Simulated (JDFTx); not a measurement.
Input of a JDFTx 1.7.0 (patched build) run:

Contents of Sb.in:

```
lattice \
    4.0708480177    -4.0708480177     0.0000000000 \
    2.3503051989     2.3503051989    -4.7006103977 \
    7.1015907763     7.1015907763     7.1015907763
coords-type Cartesian
ion Sb     0.0000000000     0.0000000000    16.3303210379 1
ion Sb     0.0000000000     0.0000000000     4.9744512911 1

ion-species pseudo/Sb.upf
elec-cutoff 40 320
elec-ex-corr gga-PBEsol
kpoint-folding 6 6 6
elec-smearing Fermi 0.0018374661
elec-n-bands 22
electronic-SCF nIterations 100 energyDiffThreshold 1e-09
electronic-minimize nIterations 30 energyDiffThreshold 1e-7
forces-output-coords Cartesian
lattice-minimize nIterations 40 energyDiffThreshold 1e-6

dump-name run.$VAR
dump End Ecomponents EigStats BandEigs Kpoints Forces Stress
```

Potentials or basis: PseudoDojo-SR-PBEsol-0.4.1-standard with smoothed tails.

Launch:

```bash
$ jdftx -c 1 -i Sb.in -o Sb.out
```

**Question.** Estimate the space group after relaxing (to 0.05 Å).

**Answer.** R-3m (No. 166).

**Question.** Predict the relaxed volume.

**Answer.** 30.10 Å³/atom.

Forces on the atoms (eV/Å):
```
Sb   0.000  0.000  0.002
Sb   0.000  0.000 -0.002
```

The run has no spin-orbit coupling, so splittings on Sb are missing.
